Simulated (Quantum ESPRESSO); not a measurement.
## Sn in Quantum ESPRESSO: the effect of functional

Crystal: Sn.

```
CELL_PARAMETERS angstrom
-1.72654 1.77555 2.33834
1.72654 -1.77555 2.33834
1.72654 1.77555 -2.33834
ATOMIC_POSITIONS crystal
Sn 0.00000 0.00000 0.00000
```

This isn't the form of Sn at room conditions, which is tetragonal (white tin).

Alike in all runs:

| Quantity | Value |
| --- | --- |
| Program | Quantum ESPRESSO 7.5 |
| Task | band structure |
| Potentials or basis | SG15 PBE 1.2 |
| Cutoff | 952 eV |
| Density cutoff | 3810 eV |
| k mesh | 11 × 11 × 11 |
| Occupations | fermi-dirac, width 0.05 eV |
| Spin | no spin polarisation |

| functional | pressure (GPa) |
| --- | --- |
| LDA | -5.6 |
| PBEsol | -3.7 |
| RPBE | 0.9 |
| AM05 | -3.6 |
| r2SCAN | -3.2 |
| SCAN | -3.8 |
| vdW-DF-cx | -3.4 |
| TASK | ? |
| revTPSS | -4.0 |

Task: What does the run with functional TASK give?

Result: Pressure -0.2 GPa.

Caveats: the potentials were made for another functional, which shifts forces and pressure.

Runs at the PBE level aren't shown here.
